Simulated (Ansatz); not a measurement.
# PbI2: a single-point run

The task is a single-point run on PbI2. The structure is shown as the input types it.

Method: density functional or hybrid calculation with the settings of its input, plane waves (as first typed), in Ansatz 0.2.0.

2 further runs of the same task are left out: 1 for a known fault of the program, 1 that didn't finish.

### Step 1. The starting structure

It takes space group P-3m1 (No. 164, trigonal). Conventional cell: a = 4.564 Å, b = 4.564 Å, c = 7.048 Å, α = 90.00°, β = 90.00°, γ = 120.00°. Pb (site symmetry -3m) has 6 I at 3.24 Å as nearest neighbours. I (site symmetry 3m) has 3 Pb at 3.24 Å as nearest neighbours.

As a file:

```
CELL_PARAMETERS angstrom
4.56408 0.00000 0.00000
-2.28204 3.95261 0.00000
0.00000 0.00000 7.04751
ATOMIC_POSITIONS crystal
Pb 0.00000 0.00000 0.00000
I 0.33333 0.66667 0.26671
I 0.66667 0.33333 0.73329
```

### Step 2. The calculation

input.yaml

```yaml
crystal:
  lattice:
    - [4.5640817111, 0.0, 0.0]
    - [-2.2820408555, 3.9526107068, 0.0]
    - [0.0, 0.0, 7.0475120395]
  atoms:
    - { symbol: Pb, position: [0.0, 0.0, 0.0] }
    - { symbol: I, position: [0.3333333333, 0.6666666667, 0.2667068044] }
    - { symbol: I, position: [0.6666666667, 0.3333333333, 0.7332931956] }
kpoints:
  mp_grid: { grid: [6, 6, 4] }
hamiltonian:
  xc: pbe
scf:
  occupations: { method: fixed }
  n_extra_bands: 4
  max_iter: 52
output:
  forces: true
  stress: true
  eigenvalues: true
basis:
  ecutrho_ratio: 2
```

Started as:

```console
ansatz run input.yaml --threads 4 --pin off --max-ram 3686MiB --backend cpu --events-out ev --progress --plain --runs-dir out
```

What happens when this is run?

This run ends as converged, with warnings (cutoff below recommended). Its log warns: «basis.ecutrho_ratio = 2 (ecutrho = 840 eV) is below the records' recommended 1680 eV»

In the input, basis.ecutrho_ratio is 2. The density grid can't hold the products of the orbitals.

Run again and compare: delete basis.ecutrho_ratio (the default then holds).
